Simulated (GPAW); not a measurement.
Crystal: C.

```
C
1.0
     2.45645    0.00000    0.00000
     1.22812    2.12742    0.00000
    -1.19429   -0.68957    3.50283
C
2
Direct
  0.16664 0.16664 0.99991
  0.83336 0.83336 0.00009
```

This is a stacking variant of graphite.

| Quantity | Value |
| --- | --- |
| Program | GPAW 26.7.0 |
| Task | single point |
| Functional | PBE |
| Potentials or basis | GPAW PAW data sets (gpaw-data 1.2.1) |
| Cutoff | 800 eV |
| Basis | pw |
| k mesh | 13 × 13 × 8 |
| Occupations | fermi-dirac, width 0.05 eV |
| Spin | no spin polarisation |

On this cell: pressure 3.7 GPa; largest force 0.005 eV/Å; band gap on the k mesh 0.93 eV, indirect (least direct gap 0.94 eV).

The same run follows on a disturbed copy (atoms moved at random, drawn with an rms of 0.05 Å):

```xyz
2
Lattice="2.1273 -1.2283 0.0000 2.1273 1.2283 0.0000 -1.3791 0.0000 3.5028" Properties=species:S:1:pos:R:3 pbc="T T T"
C    -0.6644    0.0420    3.5101
C     3.5618    0.0039    0.0229
```

**Question.** What does the disturbed cell give?

**Answer.** The energy moves by +22.4 meV/atom; pressure 4.3 GPa; largest force 2.154 eV/Å; band gap on the k mesh 0.50 eV, direct.

Forces on the atoms (eV/Å):
```
C    0.520 -2.075  0.249
C   -0.520  2.075 -0.249
```

Stress tensor (GPa, compression positive):
```
 6.90  4.26 -0.10
 4.26  4.48  0.30
-0.10  0.30  1.60
```

Caveats: an odd mesh through Γ misses points on the zone boundary, where band edges often lie; this functional lacks dispersion, which binds the layers, so the pressure and a relaxed spacing across them are unreliable (some runs).
